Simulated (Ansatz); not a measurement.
# All-electron card of MgI2

```xyz
3
Lattice="0.0000 3.7637 3.7637 3.7637 0.0000 3.7637 3.7637 3.7637 0.0000" Properties=species:S:1:pos:R:3 pbc="T T T"
Mg    0.0000    0.0000    0.0000
I     1.8819    1.8819    1.8819
I     5.6456    5.6456    5.6456
```

Atoms are numbered in the order listed.

The conventional cell has a = 7.527 Å, b = 7.527 Å, c = 7.527 Å, α = 90.00°, β = 90.00°, γ = 90.00°. Mg (atom 1) is surrounded by 8 I at 3.26 Å. I (atom 2) has 4 Mg at 3.26 Å as nearest neighbours.

The cell was built from the fluorite type and relaxed in the same program, and has space group Fm-3m; it needn't be a known or the stable phase.

Spin–orbit coupling is left out, though it moves levels of the heavy atoms by tenths of an eV or more.

Levels of theory: DFT, PBE, all-electron LAPW, scalar-relativistic (Ansatz 0.2.0); DFT, PBE, PAW with Ansatz's default frozen-core files, scalar-relativistic (Ansatz 0.2.0).

For LAPW: a Γ-centred 10×10×10 k mesh, Fermi–Dirac smearing of 0.03 eV, basis error target 1 meV/atom, no spin polarisation. PAW takes a cutoff of 420 eV at this cell. The Ansatz runs share mesh, smearing and spin set-up. Values come from LAPW unless marked.

```
Band gap              : 0.59 eV, indirect from X (0.5, 0, 0.5) to Γ
Volume per atom       : 35.54 Å³
Pressure at this cell : 0.3 kbar
```

Problem. Bader charges (from the PAW run): what does the calculation give?

Solution. Mg1 +1.62, I2 -0.81 e.

Problem. Smallest direct gap on the path: what does the calculation give?

Solution. 1.09 eV.

Problem. Löwdin charges (with 0.22 e of the cell spilling out of the atomic basis, so their sizes and signs hang on that basis): what does the calculation give?

Solution. Mg1 1.36, I2 -0.57 e.
